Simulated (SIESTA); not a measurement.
The system is Cl.

```xyz
4
Lattice="3.1450 -2.2500 0.0000 3.1450 2.2500 0.0000 0.0000 0.0000 8.2100" Properties=species:S:1:pos:R:3 pbc="T T T"
Cl    3.1450    0.5850    3.2840
Cl    3.1450    1.6650    7.3890
Cl    3.1450   -0.5850    4.9260
Cl    3.1450   -1.6650    0.8210
```

Base run:

```yaml
Program: SIESTA 5.4.2
Functional: vdW-DF-cx
Potentials_or_basis: PseudoDojo 0.4 standard (PBE files)
Basis: DZP (energy shift 0.002 Ry)
Grid_cutoff: 800 Ry
Energy_shift: 0.002 Ry
k_mesh: 7 × 7 × 4
Occupations: fermi-dirac, width 0.05 eV
Spin: no spin polarisation
```

Its results: band gap on the k mesh 2.45 eV, indirect (least direct gap 2.49 eV); pressure 0.2 GPa; largest force 0.733 eV/Å.

Problem. The run is repeated on the same cell with these changes: functional from vdW-DF-cx to PBEsol; potentials or basis from PseudoDojo 0.4 standard (PBE files) to PseudoDojo 0.4 standard (PBEsol files). What comes out?

Solution. Band gap on the k mesh 2.39 eV, indirect (least direct gap 2.43 eV); pressure -0.5 GPa; largest force 0.493 eV/Å.

Caveats: the basis of atomic orbitals isn't converged, which shifts pressures, moduli and gaps; the potentials were made for another functional, which shifts forces and pressure (some runs).
